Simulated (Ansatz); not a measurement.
Strain and the gap of MgS (rocksalt)

MgS (rocksalt), relaxed with r2SCAN in the plane-wave code Ansatz. The symmetry is Fm-3m (No. 225, cubic); a = 5.203 Å in the conventional setting, 17.61 Å³ an atom. Mg has 6 S at 2.60 Å; S has 6 Mg at 2.60 Å.

The axes x, y and z are those of this cell:
```
CELL_PARAMETERS angstrom
0.00000 2.60152 2.60152
2.60152 0.00000 2.60152
2.60152 2.60152 0.00000
ATOMIC_POSITIONS crystal
Mg 0.00000 0.00000 0.00000
S 0.50000 0.50000 0.50000
```

Unstrained: The PBE gap is indirect, 2.790 eV (Γ to X), below the direct gap of 3.723 eV at Γ. r2SCAN gives an indirect gap of 3.463 eV, from Γ to X; the least direct gap is 4.642 eV at Γ. With HSE06 the valence top lies at Γ and the conduction bottom at X, 3.804 eV higher; the smallest vertical gap, at Γ, is 4.827 eV. Meshes: PBE 8×8×8, r2SCAN 8×8×8, HSE06 6×6×6. Strains are changes of length per length. After each strain the atoms were relaxed again with r2SCAN within the symmetry that the strain leaves, so tilts or polar shifts that break it weren't tested; points keep the names that they have in the unstrained zone. Calculated for a static, non-magnetic cell.

Changes of the least gap in eV (an overlap counts as a negative gap):

| strain | volume change (%) | space group | PBE | r2SCAN | HSE06 | energy rise, r2SCAN (meV/atom) |
| --- | --- | --- | --- | --- | --- | --- |
| uniaxial +4.47 % along z | +4.5 | I4/mmm | -0.260 | -0.266 | -0.290 | 13.9 |
| biaxial +0.45 % in x and y, z held | +0.9 | I4/mmm | -0.040 | -0.042 | -0.045 | 0.4 |
| epitaxial -0.85 % in the plane normal to [111], free normal strain +0.40 % | -1.3 | R-3m | -0.014 | -0.017 | -0.013 | 1.5 |

Uniaxial +4.47 % along z, other directions held. HSE06: the gap goes from 3.804 to 3.514 eV (-0.290 eV); with r2SCAN the top three valence levels at Γ, degenerate before, become 1+2 from the top over 174 meV. Stress change with r2SCAN, compression positive: xx -1.79, yy -1.79, zz -5.18 GPa.

Biaxial +0.45 % in x and y, z held. HSE06: the gap goes from 3.804 to 3.759 eV (-0.045 eV); with r2SCAN the top three valence levels at Γ, degenerate before, become 2+1 from the top over 20 meV. Stress change with r2SCAN, compression positive: xx -0.85, yy -0.85, zz -0.39 GPa.

Epitaxial -0.85 % in the plane normal to [111], free normal strain +0.40 %. HSE06: the gap goes from 3.804 to 3.791 eV (-0.013 eV); with r2SCAN the top three valence levels at Γ, degenerate before, become 2+1 from the top over 122 meV. Stress change with r2SCAN, compression positive: xx +1.07, yy +1.07, zz +1.07, xy -0.52, xz -0.52, yz -0.52 GPa.

The meshes of the hybrids are coarse, so their gaps aren't converged to the digits shown.

The splittings at Γ are without spin-orbit coupling, which regroups them where it is of like size or larger.
